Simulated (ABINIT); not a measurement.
Here is an ABINIT 10.8.3 (patched build) calculation.

run.abi

```
# Datasets: one volume each
ndtset 7
getwfk -1
scalecart1 3*0.9795861087
scalecart2 3*0.9864848297
scalecart3 3*0.9932883884
scalecart4 3*1.0000000000
scalecart5 3*1.0066227096
scalecart6 3*1.0131594038
scalecart7 3*1.0196128224

# Pseudopotentials
pp_dirpath "./"
pseudos "Zr.GGA_PBE-JTH.xml, O.GGA_PBE-JTH.xml"

# Structure
acell 3*1.0 Angstrom
rprim
     0.0000000000     2.5450727058     2.5450727058
     2.5450727058     0.0000000000     2.5450727058
     2.5450727058     2.5450727058     0.0000000000
ntypat 2
znucl 40 8
natom 3
typat 1 2 2
xred
     0.0000000000     0.0000000000     0.0000000000
     0.7500000000     0.7500000000     0.7500000000
     0.2500000000     0.2500000000     0.2500000000

# Plane-wave basis
ecut 23.0
pawecutdg 45.0

# k points
kptopt 1
ngkpt 9 9 9
nshiftk 1
shiftk 0.0 0.0 0.0

# Exchange and correlation
ixc 15

# Bands and occupations
nband 16
occopt 3
tsmear 0.05 eV

# SCF cycle
nstep 100
tolvrs 1.0e-9

# Output
iomode 3
prtwf 1
prtden 0
prteig 0
prtebands 0
enunit 2
```

Potentials or basis: JTH PAW PBE v2.0.

Command:

```console
$ abinit run.abi > log 2>&1
```

Problem. What does it give for the pressure derivative of the bulk modulus?

Solution. 4.2.

Problem. Predict the bulk modulus.

Solution. 222 GPa.

Problem. What does it give for the equilibrium volume?

Solution. 11.37 Å³/atom.

Energy against volume, from the lowest point:
```tsv
volume (Å³/atom)	energy (meV/atom)
10.331	76.98
10.551	46.02
10.770	23.60
10.990	8.95
11.210	1.31
11.430	0.00
11.650	4.39
```

Caveat: pressures at fixed basis lie under the slope of the energies; the PAW data sets were made with another functional, which shifts forces and pressure a little.
